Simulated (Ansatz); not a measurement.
**WC-type HfN**

Method: PBE, scalar-relativistic; no spin polarisation; PAW, 420 eV, 14×14×12 k-mesh, Gaussian smearing of 0.05 eV; code Ansatz. The datasets are Ansatz's generated set soft_2.

```cif
data_structure
_symmetry_space_group_name_H-M 'P 1'
_symmetry_Int_Tables_number 1
_cell_length_a 3.0990
_cell_length_b 3.0990
_cell_length_c 2.9130
_cell_angle_alpha 90.000
_cell_angle_beta 90.000
_cell_angle_gamma 120.000
_cell_volume 24.23
loop_
_atom_site_label
_atom_site_type_symbol
_atom_site_fract_x
_atom_site_fract_y
_atom_site_fract_z
_atom_site_occupancy
Hf1 Hf 0.00000 0.00000 0.00000 1
N1 N 0.66667 0.33333 0.50000 1
```

The start was a prototype's sites filled with these elements. The Crystallography Open Database lists the compound in space group Fm-3m (rock salt), so this is a trial structure.

The cell above was scaled in volume, and shape and atoms were relaxed at each volume within its symmetry. Energies are counted from the cell above.

The cell is relaxed to zero pressure at this level.

```tsv
V (Å³/atom)	ΔE (meV/atom)	P (GPa)
11.45	29.5	14.9
11.63	15.2	10.4
11.87	3.7	4.9
12.11	0.0	0.0
12.36	3.4	-4.4
12.60	13.3	-8.5
12.96	38.6	-13.8
13.33	75.2	-18.3
```

Q: What do the points give for the equilibrium volume, the bulk modulus and its pressure derivative (third-order Birch–Murnaghan)?

A: V0 = 12.11 Å³/atom, B0 = 234 GPa, B0′ = 4.1.

B0·V0 = 234.1 GPa × 12.11 Å³ = 17.70 eV/atom sets the scale: near the minimum ΔE ≈ ½ B0 V0 x², with x = V/V0 − 1, and a pressure of 2.3 GPa squeezes the volume by about 1 %. At the ends of the curve: x = −5.5 % predicts 26.8 meV/atom and the run gives 29.5; x = +10.0 % predicts 88.5 meV/atom and the run gives 75.2. The lopsidedness is anharmonic: atoms resist being pushed together more than being pulled apart.

Spin–orbit coupling, which matters for such heavy elements, is left out. The cell is a metal with an odd number of electrons, and spin polarisation wasn't tried.
